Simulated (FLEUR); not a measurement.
Crystal: Se.

```xyz
3
Lattice="4.3662 0.0000 0.0000 -2.1831 3.7812 0.0000 0.0000 0.0000 4.9536" Properties=species:S:1:pos:R:3 pbc="T T T"
Se    1.6910    2.9289    0.0000
Se   -0.4921    0.8523    3.3024
Se    0.9841    0.0000    1.6512
```

```yaml
Program: FLEUR MaX-R8.1 (later development tree)
Task: single point
Functional: PBEsol
Potentials_or_basis: all-electron
Basis: FLAPW
Kmax: 4.88 1/bohr
k_mesh: 7 × 7 × 6
Occupations: fermi-dirac, width 0.05 eV
Spin: no spin polarisation
Gmax: 15.1 1/bohr
Muffin-tin_radii: Se 2.01 bohr
lmax: Se 8
lnonsphr: Se 8
Local_orbitals_a_species: Se 4
Max_iterations: 60
Mixing_factor: 0.05
Mixer: Anderson
Mixer_history: 15
```

On this cell: largest force 0.289 eV/Å; band gap on the k mesh 1.14 eV, indirect (least direct gap 1.44 eV).

The same run follows on a disturbed copy (atoms moved at random, drawn with an rms of 0.05 Å):

```
CELL_PARAMETERS angstrom
4.36620 0.00000 0.00000
-2.18310 3.78124 0.00000
0.00000 0.00000 4.95360
ATOMIC_POSITIONS crystal
Se 0.77894 0.77804 0.00263
Se 0.00918 0.23606 0.65783
Se 0.22781 0.00178 0.32738
```

**Question.** What changes?

**Answer.** The energy moves by +4.0 meV/atom; largest force 0.560 eV/Å; band gap on the k mesh 0.86 eV, indirect (least direct gap 1.29 eV).

Forces on the atoms (eV/Å):
```
Se  -0.242 -0.117 -0.491
Se  -0.152  0.022  0.319
Se   0.394  0.095  0.172
```

Caveats: an odd mesh through Γ misses points on the zone boundary, where band edges often lie.
